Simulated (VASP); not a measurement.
A run of VASP 6.6.1 is set up as follows.

Contents of INCAR:

```
SYSTEM = MoS2
ALGO     = Fast           ! electronic algorithm
EDIFF    = 1E-6           ! SCF threshold, eV
ENCUT    = 520            ! plane-wave cutoff, eV
GGA      = PE             ! functional
ISIF     = 2              ! what is computed and relaxed
ISMEAR   = 0              ! smearing method
LASPH    = .TRUE.         ! aspherical terms in the spheres
LCHARG   = .FALSE.        ! write CHGCAR
LREAL    = .FALSE.        ! projectors in reciprocal space
LWAVE    = .FALSE.        ! write WAVECAR
NBANDS   = 35             ! bands
NELM     = 100            ! most SCF steps
PREC     = Accurate       ! precision mode
SIGMA    = 0.01           ! smearing width, eV
```

File KPOINTS:

```
k-points
0
G
  12 12 3
  0 0 0
```

File POSCAR:

```
MoS2
1.0
    3.1491588303      0.0000000000      0.0000000000
   -1.5745794152      2.7272515476      0.0000000000
    0.0000000000      0.0000000000     12.0900767266
Mo S
2 4
Direct
    0.3333333333      0.6666666667      0.2500000000
    0.6666666667      0.3333333333      0.7500000000
    0.3333333333      0.6666666667      0.6204925453
    0.6666666667      0.3333333333      0.1204925453
    0.3333333333      0.6666666667      0.8795074547
    0.6666666667      0.3333333333      0.3795074547
```

Potentials or basis: VASP PAW PBE potentials, release 64 (Mo_sv, S).

Run with:

```sh
$ cat potpaw_PBE.64/Mo_sv/POTCAR potpaw_PBE.64/S/POTCAR > POTCAR
$ mpirun -np 1 vasp_std > vasp.out
```

What does it give for the largest force?

0.016 eV/Å.

What does it give for the pressure?

4.1 GPa.

Estimate the band gap on the k mesh.

0.80 eV, indirect (least direct gap 1.71 eV).

Forces on the atoms (eV/Å):
```
Mo   0.000  0.000  0.000
Mo   0.000  0.000  0.000
S    0.000  0.000  0.016
S    0.000  0.000  0.016
S    0.000  0.000 -0.016
S    0.000  0.000 -0.016
```

Caveat: an odd mesh through Γ misses points on the zone boundary, where band edges often lie; this functional lacks dispersion, which binds the layers, so the pressure and a relaxed spacing across them are unreliable.

The gap isn't set beside the measured one, since this odd mesh misses points on the zone boundary.
